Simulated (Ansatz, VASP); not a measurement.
# Two plane-wave programs on Se

INCAR

```
  ALGO = Normal
  EDIFF = 1E-6
  ENCUT = 520
  GGA = PS
  ISIF = 2
  ISMEAR = 0
  LASPH = T
  LCHARG = T
  LELF = T
  LREAL = F
  LVHAR = T
  LWAVE = F
  NBANDS = 13
  NELM = 100
  PREC = Accurate
  SIGMA = 0.1
```

KPOINTS

```
k-points
0
Gamma
  6 6 6
```

Contents of POSCAR:

```
Se
1.0
    0.0000000000      3.1255665700      3.1255665700
    3.1255665700      0.0000000000      3.1255665700
    3.1255665700      3.1255665700      0.0000000000
Se
2
Direct
    0.5000000000      0.5000000000      0.5000000000
    0.7500000000      0.7500000000      0.7500000000
```

Input for Ansatz:

```yaml
crystal:
  lattice:
    - [0.0, 3.12556657, 3.12556657]
    - [3.12556657, 0.0, 3.12556657]
    - [3.12556657, 3.12556657, 0.0]
  atoms:
    - { symbol: Se, position: [0.5, 0.5, 0.5] }
    - { symbol: Se, position: [0.75, 0.75, 0.75] }
basis:
  ecutwfc: 420
kpoints:
  mp_grid: { grid: [6, 6, 6] }
hamiltonian:
  xc: pbesol
scf:
  occupations: { method: gaussian, width: 0.1 }
output:
  forces: true
  stress: true
  eigenvalues: true
```

This isn't the form of Se at room conditions, which is trigonal, of chains.

Alike in both runs: task single point; functional PBEsol; k mesh 6 × 6 × 6; occupations gaussian, width 0.1 eV; no spin polarisation.

|  | VASP | Ansatz |
| --- | --- | --- |
| version | VASP 6.6.1 | Ansatz 0.2.0 |
| potentials or method | VASP PAW PBE potentials, release 64 (Se) | scalar-relativistic, plane waves, PAW |
| plane-wave cutoff (eV) | 520 | 420 |
| valence electrons in the cell | 12 | 32 |

```tsv
	VASP	Ansatz	Ansatz less VASP
gap on the k mesh at the Fermi level (eV)	none	none	-
pressure (GPa)	-0.6	-0.6	-0.06
```

A gap of «none» marks a metal or a gap that the smearing closes. The two sets of potentials don't hold the same shells in valence.

Caveats: the PAW data sets were made with another functional, which shifts forces and pressure a little (VASP).
